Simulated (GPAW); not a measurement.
# KTaO3 (Pm-3m) in GPAW: further runs, part 2 of 2

GPAW 26.7.0.

## 3. Relaxation of cell and atoms, PBEsol+D3(BJ)

File run.py:

```python
from ase import Atoms
from ase.calculators.mixing import SumCalculator
from ase.filters import FrechetCellFilter
from ase.io import write
from ase.optimize import BFGS
from dftd3.ase import DFTD3
from gpaw import GPAW, PW, setup_paths

setup_paths.insert(0, '.')

atoms = Atoms(['Ta', 'K', 'O', 'O', 'O'],
              cell=[[3.9883, 0.0, 0.0],
                    [0.0, 3.9883, 0.0],
                    [0.0, 0.0, 3.9883]],
              scaled_positions=[[0.0, 0.0, 0.0],
                                [0.5, 0.5, 0.5],
                                [0.0, 0.0, 0.5],
                                [0.0, 0.5, 0.0],
                                [0.5, 0.0, 0.0]],
              pbc=True)

calc = GPAW(mode=PW(800),
            xc='PBEsol',
            kpts={'size': (7, 7, 7), 'gamma': True},
            occupations={'name': 'fermi-dirac', 'width': 0.05},
            nbands=36,
            convergence={'density': 1e-05, 'forces': 0.0001},
            maxiter=150,
            txt='gpaw.txt')
atoms.calc = SumCalculator([calc, DFTD3(method='pbesol', damping='d3bj')])
opt = BFGS(FrechetCellFilter(atoms), trajectory='relax.traj', logfile='-')
done = opt.run(fmax=0.02, steps=60)
calc.write('gs.gpw')
write('result.traj', atoms)
print('Converged:', done)
print('Cell:', atoms.cell.cellpar().round(4))
print('Volume:', round(atoms.get_volume(), 4))
print(atoms.get_scaled_positions().round(5))
```

Potentials or basis: PAW data sets generated in the run's folder for this functional, pw.

Launch:

```
$ gpaw-setup -f PBEsol K O Ta
$ OMP_NUM_THREADS=1 python run.py
```

gpaw.txt:

```text
__  _  _
 | _ |_)|_||  |
 |__||  | ||/\| - 26.7.0

Input parameters:
  mode=PW(ecut=800.0),
  convergence={'density': 1e-05, 'forces': 0.0001},
  kpts=MonkhorstPack(size=(7, 7, 7), gamma=True),
  maxiter=150,
  nbands=36,
  occupations=Occupations(name='fermi-dirac', width=0.05),
  xc=XC(name='PBEsol')

Diagonalizing LCAO Hamiltonian
Converting LCAO to pw mode
   .---------.
  /|         |
 * |         |
 | |         |
 | |   K     |
 O .---------.
 |O         /
 Ta---O----*

Atoms  # Å, Bohr magnetons
|   | symbol |        x |        y |        z |    initial magnetic moments |
|---|--------|----------|----------|----------|-----------------------------|
| 0 |     Ta | 0.000000 | 0.000000 | 0.000000 | ( 0.0000,  0.0000,  0.0000) |
| 1 |      K | 1.994150 | 1.994150 | 1.994150 | ( 0.0000,  0.0000,  0.0000) |
| 2 |      O | 0.000000 | 0.000000 | 1.994150 | ( 0.0000,  0.0000,  0.0000) |
| 3 |      O | 0.000000 | 1.994150 | 0.000000 | ( 0.0000,  0.0000,  0.0000) |
| 4 |      O | 1.994150 | 0.000000 | 0.000000 | ( 0.0000,  0.0000,  0.0000) |

Unit cell  # Å
| periodic |        x |        y |        z |  lengths |    angles |
|----------|----------|----------|----------|----------|-----------|
|      yes | 3.988300 | 0.000000 | 0.000000 | 3.988300 | 90.000000 |
|      yes | 0.000000 | 3.988300 | 0.000000 | 3.988300 | 90.000000 |
|      yes | 0.000000 | 0.000000 | 3.988300 | 3.988300 | 90.000000 |

Number of symmetries: 48
Symmetry operations  # r_c * U_cc + t_c -> r_c
|    | kind |            matrix            |
|----|------|------------------------------|
|  0 |  E   |  1, 0, 0,  0, 1, 0,  0, 0, 1 |
|  1 |  σ   |  1, 0, 0,  0, 1, 0,  0, 0,-1 |
|  2 |  σ   |  1, 0, 0,  0, 0, 1,  0, 1, 0 |
|  3 |  C4  |  1, 0, 0,  0, 0, 1,  0,-1, 0 |
|  4 |  C4  |  1, 0, 0,  0, 0,-1,  0, 1, 0 |
|  5 |  σ   |  1, 0, 0,  0, 0,-1,  0,-1, 0 |
|  6 |  σ   |  1, 0, 0,  0,-1, 0,  0, 0, 1 |
|  7 |  C2  |  1, 0, 0,  0,-1, 0,  0, 0,-1 |
|  8 |  σ   |  0, 1, 0,  1, 0, 0,  0, 0, 1 |
|  9 |  C2  |  0, 1, 0,  1, 0, 0,  0, 0,-1 |
| 10 |  C3  |  0, 1, 0,  0, 0, 1,  1, 0, 0 |
| 11 |  S6  |  0, 1, 0,  0, 0, 1, -1, 0, 0 |
| 12 |  S6  |  0, 1, 0,  0, 0,-1,  1, 0, 0 |
| 13 |  C3  |  0, 1, 0,  0, 0,-1, -1, 0, 0 |
[... 256 lines left out ...]
Stress tensor  # eV/Ang^3
|        x |        y |        z |
|----------|----------|----------|
| 0.000468 | 0.000000 | 0.000000 |
| 0.000000 | 0.000468 | 0.000000 |
| 0.000000 | 0.000000 | 0.000468 |

Forces  # eV/Ang
|        x |        y |       z |
|----------|----------|---------|
|  0.00000 | -0.00000 | 0.00000 |  # Ta   0
|  0.00000 |  0.00000 | 0.00000 |  # K    1
|  0.00000 |  0.00000 | 0.00000 |  # O    2
|  0.00000 | -0.00000 | 0.00000 |  # O    3
| -0.00000 |  0.00000 | 0.00000 |  # O    4

Interpolating wave functions to new cell

              K
       O
         O
       Ta   O

Atoms  # Å, Bohr magnetons
|   | symbol |         x |         y |        z |    initial magnetic moments |
|---|--------|-----------|-----------|----------|-----------------------------|
| 0 |     Ta |  0.000000 | -0.000000 | 0.000000 | ( 0.0000,  0.0000,  0.0000) |
| 1 |      K |  1.992767 |  1.992767 | 1.992767 | ( 0.0000,  0.0000,  0.0000) |
| 2 |      O | -0.000000 |  0.000000 | 1.992767 | ( 0.0000,  0.0000,  0.0000) |
| 3 |      O | -0.000000 |  1.992767 | 0.000000 | ( 0.0000,  0.0000,  0.0000) |
| 4 |      O |  1.992767 | -0.000000 | 0.000000 | ( 0.0000,  0.0000,  0.0000) |

Unit cell  # Å
| periodic |         x |         y |         z |  lengths |    angles |
|----------|-----------|-----------|-----------|----------|-----------|
|      yes |  3.985534 | -0.000000 | -0.000000 | 3.985534 | 90.000000 |
|      yes | -0.000000 |  3.985534 |  0.000000 | 3.985534 | 90.000000 |
|      yes | -0.000000 |  0.000000 |  3.985534 | 3.985534 | 90.000000 |

Number of symmetries: 48
Symmetry operations  # r_c * U_cc + t_c -> r_c
|    | kind |            matrix            |
|----|------|------------------------------|
|  0 |  E   |  1, 0, 0,  0, 1, 0,  0, 0, 1 |
|  1 |  σ   |  1, 0, 0,  0, 1, 0,  0, 0,-1 |
|  2 |  σ   |  1, 0, 0,  0, 0, 1,  0, 1, 0 |
|  3 |  C4  |  1, 0, 0,  0, 0, 1,  0,-1, 0 |
|  4 |  C4  |  1, 0, 0,  0, 0,-1,  0, 1, 0 |
|  5 |  σ   |  1, 0, 0,  0, 0,-1,  0,-1, 0 |
|  6 |  σ   |  1, 0, 0,  0,-1, 0,  0, 0, 1 |
|  7 |  C2  |  1, 0, 0,  0,-1, 0,  0, 0,-1 |
|  8 |  σ   |  0, 1, 0,  1, 0, 0,  0, 0, 1 |
|  9 |  C2  |  0, 1, 0,  1, 0, 0,  0, 0,-1 |
| 10 |  C3  |  0, 1, 0,  0, 0, 1,  1, 0, 0 |
| 11 |  S6  |  0, 1, 0,  0, 0, 1, -1, 0, 0 |
| 12 |  S6  |  0, 1, 0,  0, 0,-1,  1, 0, 0 |
| 13 |  C3  |  0, 1, 0,  0, 0,-1, -1, 0, 0 |
[... 246 lines left out ...]
Gap: 2.151 eV
Transition (v -> c):
  (s=0, k=19, n=19, [0.43, 0.43, 0.43]) -> (s=0, k=0, n=20, [0.00, 0.00, 0.00])
Direct/indirect transitions are different
Direct gap: 2.724 eV
Transition at: (s=0, k=0, n=19, [0.00, 0.00, 0.00])

Stress tensor  # eV/Ang^3
|         x |         y |         z |
|-----------|-----------|-----------|
| -0.002171 |  0.000000 |  0.000000 |
|  0.000000 | -0.002171 |  0.000000 |
|  0.000000 |  0.000000 | -0.002171 |

Forces  # eV/Ang
|        x |        y |        z |
|----------|----------|----------|
| -0.00000 |  0.00000 |  0.00000 |  # Ta   0
|  0.00000 | -0.00000 |  0.00000 |  # K    1
|  0.00000 |  0.00000 |  0.00000 |  # O    2
| -0.00000 |  0.00000 |  0.00000 |  # O    3
|  0.00000 | -0.00000 | -0.00000 |  # O    4

Interpolating wave functions to new cell

              K
       O
         O
       Ta   O

Atoms  # Å, Bohr magnetons
|   | symbol |         x |         y |         z |    initial magnetic moments |
|---|--------|-----------|-----------|-----------|-----------------------------|
| 0 |     Ta |  0.000000 | -0.000000 |  0.000000 | ( 0.0000,  0.0000,  0.0000) |
| 1 |      K |  1.983991 |  1.983991 |  1.983991 | ( 0.0000,  0.0000,  0.0000) |
| 2 |      O | -0.000000 |  0.000000 |  1.983991 | ( 0.0000,  0.0000,  0.0000) |
| 3 |      O |  0.000000 |  1.983991 |  0.000000 | ( 0.0000,  0.0000,  0.0000) |
| 4 |      O |  1.983991 |  0.000000 | -0.000000 | ( 0.0000,  0.0000,  0.0000) |

Unit cell  # Å
| periodic |         x |        y |         z |  lengths |    angles |
|----------|-----------|----------|-----------|----------|-----------|
|      yes |  3.967982 | 0.000000 | -0.000000 | 3.967982 | 90.000000 |
|      yes |  0.000000 | 3.967982 |  0.000000 | 3.967982 | 90.000000 |
|      yes | -0.000000 | 0.000000 |  3.967982 | 3.967982 | 90.000000 |

Number of symmetries: 48
Symmetry operations  # r_c * U_cc + t_c -> r_c
|    | kind |            matrix            |
|----|------|------------------------------|
|  0 |  E   |  1, 0, 0,  0, 1, 0,  0, 0, 1 |
|  1 |  σ   |  1, 0, 0,  0, 1, 0,  0, 0,-1 |
|  2 |  σ   |  1, 0, 0,  0, 0, 1,  0, 1, 0 |
|  3 |  C4  |  1, 0, 0,  0, 0, 1,  0,-1, 0 |
|  4 |  C4  |  1, 0, 0,  0, 0,-1,  0, 1, 0 |
|  5 |  σ   |  1, 0, 0,  0, 0,-1,  0,-1, 0 |
|  6 |  σ   |  1, 0, 0,  0,-1, 0,  0, 0, 1 |
|  7 |  C2  |  1, 0, 0,  0,-1, 0,  0, 0,-1 |
|  8 |  σ   |  0, 1, 0,  1, 0, 0,  0, 0, 1 |
|  9 |  C2  |  0, 1, 0,  1, 0, 0,  0, 0,-1 |
| 10 |  C3  |  0, 1, 0,  0, 0, 1,  1, 0, 0 |
| 11 |  S6  |  0, 1, 0,  0, 0, 1, -1, 0, 0 |
| 12 |  S6  |  0, 1, 0,  0, 0,-1,  1, 0, 0 |
| 13 |  C3  |  0, 1, 0,  0, 0,-1, -1, 0, 0 |
[... 247 lines left out ...]
Gap: 2.179 eV
Transition (v -> c):
  (s=0, k=19, n=19, [0.43, 0.43, 0.43]) -> (s=0, k=0, n=20, [0.00, 0.00, 0.00])
Direct/indirect transitions are different
Direct gap: 2.744 eV
Transition at: (s=0, k=0, n=19, [0.00, 0.00, 0.00])

Stress tensor  # eV/Ang^3
|         x |         y |         z |
|-----------|-----------|-----------|
| -0.019523 |  0.000000 |  0.000000 |
|  0.000000 | -0.019523 |  0.000000 |
|  0.000000 |  0.000000 | -0.019523 |

Forces  # eV/Ang
|        x |        y |        z |
|----------|----------|----------|
| -0.00000 | -0.00000 | -0.00000 |  # Ta   0
|  0.00000 |  0.00000 | -0.00000 |  # K    1
|  0.00000 |  0.00000 | -0.00000 |  # O    2
| -0.00000 |  0.00000 | -0.00000 |  # O    3
|  0.00000 |  0.00000 |  0.00000 |  # O    4

# Writing to gs.gpw (mode='')
```

Wall time 2.3 min (1 thread of Arm Neoverse V1, shared host); peak memory 0.28 GiB.

What came out:

```
Free energy                            : -42.9792 eV
Relaxed volume                         : 12.50 Å³/atom
Relaxed cell                           : a = 3.968 Å, b = 3.968 Å, c = 3.968 Å, α = 90.00°, β = 90.00°, γ = 90.00°
Space group after relaxing (to 0.05 Å) : Pm-3m (No. 221)
Energy gained by relaxing              : 1.7 meV/atom
Ionic steps                            : 3
Pressure after relaxing                : 0.0 GPa
Band gap on the k mesh                 : 2.18 eV, indirect (least direct gap 2.74 eV)
Dispersion energy per atom             : -0.233 eV
```

Step by step:
| step | energy change (eV) | largest force (eV/Å) | pressure (GPa) | volume (Å³) |
| --- | --- | --- | --- | --- |
| 1 | 0.0000 | 0.0000 | -3.07 | 63.44 |
| 2 | -0.0023 | 0.0000 | -2.65 | 63.31 |
| 3 | -0.0084 | 0.0000 | 0.05 | 62.48 |

Final structure:
```yaml
crystal:
  lattice:
    - [3.96798, 0.00000, 0.00000]
    - [0.00000, 3.96798, 0.00000]
    - [0.00000, 0.00000, 3.96798]
  atoms:
    - { symbol: Ta, position: [0.00000, 0.00000, 0.00000] }
    - { symbol: K, position: [0.50000, 0.50000, 0.50000] }
    - { symbol: O, position: [0.00000, 0.00000, 0.50000] }
    - { symbol: O, position: [0.00000, 0.50000, 0.00000] }
    - { symbol: O, position: [0.50000, 0.00000, 0.00000] }
```

Levels at points of the mesh, in eV from the valence-band top:
```tsv
k point	band 17	band 18	band 19	band 20	band 21	band 22	band 23	band 24
(0.00, 0.00, 0.00)	-1.04	-0.57	-0.57	-0.57	2.18	2.18	2.18	6.65
```

Caveat: later steps reuse the first step's grids; spin-orbit coupling is left out, which moves the levels of the heavy elements; an odd mesh through Γ misses points on the zone boundary, where band edges often lie.

## 4. Relaxation of cell and atoms, PBEsol+D3(BJ)+ATM

Changes to run.py since step 3:

```diff
@@ -29,3 +29,3 @@
             txt='gpaw.txt')
-atoms.calc = SumCalculator([calc, DFTD3(method='pbesol', damping='d3bj')])
+atoms.calc = SumCalculator([calc, DFTD3(damping='d3bj', params_tweaks=dict(method='pbesol', atm=True))])
 opt = BFGS(FrechetCellFilter(atoms), trajectory='relax.traj', logfile='-')
```

Potentials or basis: PAW data sets generated in the run's folder for this functional, pw.

Launch:

```
$ gpaw-setup -f PBEsol K O Ta
$ OMP_NUM_THREADS=1 python run.py
```

gpaw.txt:

```text
__  _  _
 | _ |_)|_||  |
 |__||  | ||/\| - 26.7.0

Input parameters:
  mode=PW(ecut=800.0),
  convergence={'density': 1e-05, 'forces': 0.0001},
  kpts=MonkhorstPack(size=(7, 7, 7), gamma=True),
  maxiter=150,
  nbands=36,
  occupations=Occupations(name='fermi-dirac', width=0.05),
  xc=XC(name='PBEsol')

Diagonalizing LCAO Hamiltonian
Converting LCAO to pw mode
   .---------.
  /|         |
 * |         |
 | |         |
 | |   K     |
 O .---------.
 |O         /
 Ta---O----*

Atoms  # Å, Bohr magnetons
|   | symbol |        x |        y |        z |    initial magnetic moments |
|---|--------|----------|----------|----------|-----------------------------|
| 0 |     Ta | 0.000000 | 0.000000 | 0.000000 | ( 0.0000,  0.0000,  0.0000) |
| 1 |      K | 1.994150 | 1.994150 | 1.994150 | ( 0.0000,  0.0000,  0.0000) |
| 2 |      O | 0.000000 | 0.000000 | 1.994150 | ( 0.0000,  0.0000,  0.0000) |
| 3 |      O | 0.000000 | 1.994150 | 0.000000 | ( 0.0000,  0.0000,  0.0000) |
| 4 |      O | 1.994150 | 0.000000 | 0.000000 | ( 0.0000,  0.0000,  0.0000) |

Unit cell  # Å
| periodic |        x |        y |        z |  lengths |    angles |
|----------|----------|----------|----------|----------|-----------|
|      yes | 3.988300 | 0.000000 | 0.000000 | 3.988300 | 90.000000 |
|      yes | 0.000000 | 3.988300 | 0.000000 | 3.988300 | 90.000000 |
|      yes | 0.000000 | 0.000000 | 3.988300 | 3.988300 | 90.000000 |

Number of symmetries: 48
[... 598 lines left out ...]

Interpolating wave functions to new cell

              K
       O
         O
       Ta   O

Atoms  # Å, Bohr magnetons
|   | symbol |         x |        y |         z |    initial magnetic moments |
|---|--------|-----------|----------|-----------|-----------------------------|
| 0 |     Ta |  0.000000 | 0.000000 | -0.000000 | ( 0.0000,  0.0000,  0.0000) |
| 1 |      K |  1.985413 | 1.985413 |  1.985413 | ( 0.0000,  0.0000,  0.0000) |
| 2 |      O |  0.000000 | 0.000000 |  1.985413 | ( 0.0000,  0.0000,  0.0000) |
| 3 |      O | -0.000000 | 1.985413 |  0.000000 | ( 0.0000,  0.0000,  0.0000) |
| 4 |      O |  1.985413 | 0.000000 |  0.000000 | ( 0.0000,  0.0000,  0.0000) |

Unit cell  # Å
| periodic |         x |        y |        z |  lengths |    angles |
|----------|-----------|----------|----------|----------|-----------|
|      yes |  3.970826 | 0.000000 | 0.000000 | 3.970826 | 90.000000 |
|      yes | -0.000000 | 3.970826 | 0.000000 | 3.970826 | 90.000000 |
|      yes | -0.000000 | 0.000000 | 3.970826 | 3.970826 | 90.000000 |

Number of symmetries: 48
Symmetry operations  # r_c * U_cc + t_c -> r_c
|    | kind |            matrix            |
|----|------|------------------------------|
|  0 |  E   |  1, 0, 0,  0, 1, 0,  0, 0, 1 |
|  1 |  σ   |  1, 0, 0,  0, 1, 0,  0, 0,-1 |
|  2 |  σ   |  1, 0, 0,  0, 0, 1,  0, 1, 0 |
|  3 |  C4  |  1, 0, 0,  0, 0, 1,  0,-1, 0 |
|  4 |  C4  |  1, 0, 0,  0, 0,-1,  0, 1, 0 |
|  5 |  σ   |  1, 0, 0,  0, 0,-1,  0,-1, 0 |
|  6 |  σ   |  1, 0, 0,  0,-1, 0,  0, 0, 1 |
|  7 |  C2  |  1, 0, 0,  0,-1, 0,  0, 0,-1 |
|  8 |  σ   |  0, 1, 0,  1, 0, 0,  0, 0, 1 |
[... 252 lines left out ...]
Gap: 2.175 eV
Transition (v -> c):
  (s=0, k=19, n=19, [0.43, 0.43, 0.43]) -> (s=0, k=0, n=20, [0.00, 0.00, 0.00])
Direct/indirect transitions are different
Direct gap: 2.741 eV
Transition at: (s=0, k=0, n=19, [0.00, 0.00, 0.00])

Stress tensor  # eV/Ang^3
|         x |         y |         z |
|-----------|-----------|-----------|
| -0.016645 |  0.000000 |  0.000000 |
|  0.000000 | -0.016645 |  0.000000 |
|  0.000000 |  0.000000 | -0.016645 |

Forces  # eV/Ang
|       x |        y |        z |
|---------|----------|----------|
| 0.00000 |  0.00000 | -0.00000 |  # Ta   0
| 0.00000 |  0.00000 | -0.00000 |  # K    1
| 0.00000 | -0.00000 | -0.00000 |  # O    2
| 0.00000 | -0.00000 | -0.00000 |  # O    3
| 0.00000 |  0.00000 | -0.00000 |  # O    4

# Writing to gs.gpw (mode='')
```

stdout:

```text
Step          Energy          fmax
BFGS:    0      -42.886865        0.209403
BFGS:    1      -42.888531        0.180870
BFGS:    2      -42.893086        0.002960
Converged: True
Cell: [ 3.9708  3.9708  3.9708 90.     90.     90.    ]
Volume: 62.6098
[[0.  0.  0. ]
 [0.5 0.5 0.5]
 [0.  0.  0.5]
 [0.  0.5 0. ]
 [0.5 0.  0. ]]
```

Wall time 2.5 min (1 thread of Arm Neoverse V1, shared host); peak memory 0.31 GiB.

Results:

```yaml
Free_energy: -42.8931 eV
Relaxed_volume: 12.52 Å³/atom
Relaxed_cell: a = 3.971 Å, b = 3.971 Å, c = 3.971 Å, α = 90.00°, β = 90.00°, γ = 90.00°
Space_group_after_relaxing_to_0.05_Å: Pm-3m (No. 221)
Energy_gained_by_relaxing: 1.2 meV/atom
Ionic_steps: 3
Pressure_after_relaxing: 0.0 GPa
Band_gap_on_the_k_mesh: 2.17 eV, indirect (least direct gap 2.74 eV)
Dispersion_energy_per_atom: -0.215 eV
```

The path:
```tsv
step	energy change (eV)	largest force (eV/Å)	pressure (GPa)	volume (Å³)
1	0.0000	0.0000	-2.64	63.44
2	-0.0017	0.0000	-2.29	63.33
3	-0.0062	0.0000	0.04	62.61
```

Final structure:
```
CELL_PARAMETERS angstrom
3.97083 0.00000 0.00000
0.00000 3.97083 0.00000
0.00000 0.00000 3.97083
ATOMIC_POSITIONS crystal
Ta 0.00000 0.00000 0.00000
K 0.50000 0.50000 0.50000
O 0.00000 0.00000 0.50000
O 0.00000 0.50000 0.00000
O 0.50000 0.00000 0.00000
```

Levels at points of the mesh, in eV from the valence-band top:
```csv
k point,band 18,band 19,band 20,band 21,band 22,band 23
"(0.00, 0.00, 0.00)",-0.57,-0.57,-0.57,2.17,2.17,2.17
```

Caveat: later steps reuse the first step's grids; spin-orbit coupling is left out, which moves the levels of the heavy elements; an odd mesh through Γ misses points on the zone boundary, where band edges often lie.

## 5. Relaxation of cell and atoms, PBEsol+D4

Changes to run.py since step 4:

```diff
@@ -5,3 +5,3 @@
 from ase.optimize import BFGS
-from dftd3.ase import DFTD3
+from dftd4.ase import DFTD4
 from gpaw import GPAW, PW, setup_paths
@@ -29,3 +29,3 @@
             txt='gpaw.txt')
-atoms.calc = SumCalculator([calc, DFTD3(damping='d3bj', params_tweaks=dict(method='pbesol', atm=True))])
+atoms.calc = SumCalculator([calc, DFTD4(method='pbesol')])
 opt = BFGS(FrechetCellFilter(atoms), trajectory='relax.traj', logfile='-')
```

Launch:

```
$ gpaw-setup -f PBEsol K O Ta
$ OMP_NUM_THREADS=1 python run.py
```

It took 2.2 min on 1 thread of Arm Neoverse V1, shared host; peak memory 0.27 GiB.

Results (log left out):

- Free energy: -42.2811 eV
- Relaxed volume: 12.61 Å³/atom
- Relaxed cell: a = 3.980 Å, b = 3.980 Å, c = 3.980 Å, α = 90.00°, β = 90.00°, γ = 90.00°
- Space group after relaxing (to 0.05 Å): Pm-3m (No. 221)
- Energy gained by relaxing: 0.2 meV/atom
- Ionic steps: 3
- Pressure after relaxing: 0.0 GPa
- Band gap on the k mesh: 2.16 eV, indirect (least direct gap 2.73 eV)
- Dispersion energy per atom: -0.092 eV

Step by step:
```tsv
step	energy change (eV)	largest force (eV/Å)	pressure (GPa)	volume (Å³)
1	0.0000	0.0000	-1.26	63.44
2	-0.0004	0.0000	-1.09	63.39
3	-0.0012	0.0000	0.01	63.04
```

Final structure:
```yaml
crystal:
  lattice:
    - [3.97997, 0.00000, 0.00000]
    - [0.00000, 3.97997, 0.00000]
    - [0.00000, 0.00000, 3.97997]
  atoms:
    - { symbol: Ta, position: [0.00000, 0.00000, 0.00000] }
    - { symbol: K, position: [0.50000, 0.50000, 0.50000] }
    - { symbol: O, position: [0.00000, 0.00000, 0.50000] }
    - { symbol: O, position: [0.00000, 0.50000, 0.00000] }
    - { symbol: O, position: [0.50000, 0.00000, 0.00000] }
```

Levels at points of the mesh, in eV from the valence-band top:
```csv
k point,band 18,band 19,band 20,band 21,band 22,band 23
"(0.00, 0.00, 0.00)",-0.57,-0.57,-0.57,2.16,2.16,2.16
```

Caveat: later steps reuse the first step's grids; spin-orbit coupling is left out, which moves the levels of the heavy elements; an odd mesh through Γ misses points on the zone boundary, where band edges often lie.

## 6. The runs side by side

| level | gap on the mesh (eV) | pressure (GPa) | relaxed volume (Å³/atom) |
| --- | --- | --- | --- |
| PBEsol+D3 | 2.16 | 0.0 | 12.59 |
| PBEsol+D3(BJ) | 2.18 | 0.0 | 12.50 |
| PBEsol+D3(BJ)+ATM | 2.17 | 0.0 | 12.52 |
| PBEsol+D4 | 2.16 | 0.0 | 12.61 |

Alike in all rows: task relaxation of cell and atoms; potentials or basis PAW data sets generated in the run's folder for this functional, pw; no spin polarisation; cell relaxed; k mesh 7 × 7 × 7; cutoff (eV) 800; smearing fermi-dirac 0.05 eV.

Caveats: later steps reuse the first step's grids; spin-orbit coupling is left out, which moves the levels of the heavy elements; an odd mesh through Γ misses points on the zone boundary, where band edges often lie.

Absolute energies hang on the potentials; compare differences alone.
